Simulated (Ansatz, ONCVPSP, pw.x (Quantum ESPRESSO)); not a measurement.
## What a changed setting does to a pw.x run (bcc As)

Potential: optimised norm-conserving Vanderbilt (ONCV), ONCVPSP 4.0.1.1 (patched build), PBE; core [Ar] 3d10, reference 4s2 4p3; waves: 4s: rc 1.88 bohr, ncon 4, nbas 7, qcut 3.1 1/bohr, 2 projectors, debl 3.4 Ha; 4p: rc 2.20 bohr, ncon 4, nbas 8, qcut 3.2 1/bohr, 1 projector; d scattering state at 0.31 Ha: rc 1.88 bohr, ncon 3, nbas 8, qcut 6.4 1/bohr, local; local part: the d channel; core correction: none.

The reference run (k-mesh 14³, cutoffs 80/320 Ry, Fermi–Dirac 0.01 Ry, mixing_beta 0.4, conv_thr 1e-9, no spin) gives 0.44 GPa at 19.100 Å³/atom, where all-electron LAPW gives -0.22 GPa. This run, with its own iteration cap, changes diagonalization to paro.

```
&control
  calculation='scf', prefix='x', pseudo_dir='./', outdir='./tmp', tstress=.true., disk_io='none'
/
&system
  ibrav=0, nat=1, ntyp=1, ecutwfc=80, ecutrho=320, nbnd=9,
  occupations='smearing', smearing='fd', degauss=0.01
/
&electrons
  conv_thr=1e-09, mixing_beta=0.4, electron_maxstep=60, diagonalization='paro'
/
ATOMIC_SPECIES
As 1.0 As.UPF
CELL_PARAMETERS angstrom
  -1.68393165 1.68393165 1.68393165
  1.68393165 -1.68393165 1.68393165
  1.68393165 1.68393165 -1.68393165
ATOMIC_POSITIONS crystal
As 0.0000 0.0000 0.0000
K_POINTS automatic
14 14 14 0 0 0
```

```bash
pw.x < As.scf.in > As.scf.out
```

Problem. How does the run end?

Solution. It converges in 6 iterations; the free energy moves by +0.0 meV/atom and the pressure by +0.00 GPa. The result is that of the reference run.

```
Message from routine setup:
     using ibrav=0 with symmetry is DISCOURAGED, use correct ibrav instead
     lattice parameter (alat)  =       5.5117  a.u.
     unit-cell volume          =     128.8932 (a.u.)^3
     number of electrons       =         5.00
     number of Kohn-Sham states=            9
     kinetic-energy cutoff     =      80.0000  Ry
     charge density cutoff     =     320.0000  Ry
     scf convergence threshold =      1.0E-09
     Exchange-correlation= PBE
     number of k points=   104  Fermi-Dirac smearing, width (Ry)=  0.0100
     iteration #  1     ecut=    80.00 Ry     beta= 0.40
     total energy              =     -12.62566749 Ry
     estimated scf accuracy    <       0.00118812 Ry
     iteration #  2     ecut=    80.00 Ry     beta= 0.40
     total energy              =     -12.62566569 Ry
     estimated scf accuracy    <       0.00036707 Ry
     iteration #  3     ecut=    80.00 Ry     beta= 0.40
     total energy              =     -12.62568719 Ry
     estimated scf accuracy    <       0.00000391 Ry
     iteration #  4     ecut=    80.00 Ry     beta= 0.40
     total energy              =     -12.62568742 Ry
     estimated scf accuracy    <       0.00000003 Ry
     iteration #  5     ecut=    80.00 Ry     beta= 0.40
     total energy              =     -12.62568743 Ry
     estimated scf accuracy    <          1.5E-09 Ry
     iteration #  6     ecut=    80.00 Ry     beta= 0.40
     the Fermi energy is     8.8284 ev
!    total energy              =     -12.62568743 Ry
     estimated scf accuracy    <          2.4E-11 Ry
     smearing contrib. (-TS)   =      -0.00229208 Ry
     The total energy is F=E-TS. E is the sum of the following terms:
     one-electron contribution =       4.51397520 Ry
     hartree contribution      =       0.27568242 Ry
     xc contribution           =      -3.11764342 Ry
     ewald contribution        =     -14.29540955 Ry
     convergence has been achieved in   6 iterations
          total   stress  (Ry/bohr**3)                   (kbar)     P=        4.39
     Message from routine punch:
     Nothing written, as per user request (disk_io='none')
```

The run took about 11 s on one core of a shared host (AMD EPYC 9R45, 96 threads, 742 GiB, load 28).
